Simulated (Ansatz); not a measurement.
Crystal: MoS2.

```
Mo S
1.0
     3.16900    0.00000    0.00000
    -1.58450    2.74443    0.00000
     0.00000    0.00000   12.32400
Mo S
2 4
Direct
  0.66667 0.33333 0.75000
  0.33333 0.66667 0.25000
  0.66667 0.33333 0.37700
  0.33333 0.66667 0.87700
  0.66667 0.33333 0.12300
  0.33333 0.66667 0.62300
```

Base run:

```yaml
Program: Ansatz 0.2.0
Functional: RPBE
Potentials_or_basis: Ansatz PAW
Cutoff: "420 eV (not typed: the program's choice for these potentials)"
k_mesh: 10 × 10 × 3
Occupations: fermi-dirac, width 0.05 eV
Spin: no spin polarisation
```

Its results: band gap on the k mesh 0.97 eV, indirect (least direct gap 1.87 eV); pressure 4.7 GPa.

Task: The run is repeated on the same cell with these changes: functional from RPBE to PBE. What comes out?

Result: Band gap on the k mesh 0.93 eV, indirect (least direct gap 1.87 eV); pressure 2.0 GPa.

PBE binds more tightly than RPBE, so the same cell stands under less pressure.

Caveats: this functional lacks dispersion, which binds the layers, so the pressure and a relaxed spacing across them are unreliable; the PAW data sets come from PBE, with cores solved anew for the run's functional, which leaves a small shift of forces and pressure (some runs).

A k mesh can miss the band edges.
